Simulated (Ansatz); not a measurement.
**Si (hcp): energy against volume**

The calculation used Ansatz, DFT, PBE, plane waves (420 eV) with PAW, scalar-relativistic.

The cell is scaled uniformly from the relaxed one, with fractional coordinates and shape fixed. Energies are extrapolated to zero smearing, pressures are those at the given smearing. Magnetic state: spin not included.

A Birch-Murnaghan fit gives V₀ = 14.35 Å³/atom, B₀ = 85 GPa, B₀′ = 4.4.

(1) What are the energy above the minimum and the pressure at 12.662 Å³/atom?

(2) What are the energy above the minimum and the pressure at 13.813 Å³/atom?

(3) What are the energy above the minimum and the pressure at 14.964 Å³/atom?

Answers

(1) 66.0 meV/atom and 14.31 GPa as computed.

(2) 5.7 meV/atom and 3.58 GPa as computed.

(3) 6.5 meV/atom and -3.20 GPa as computed.
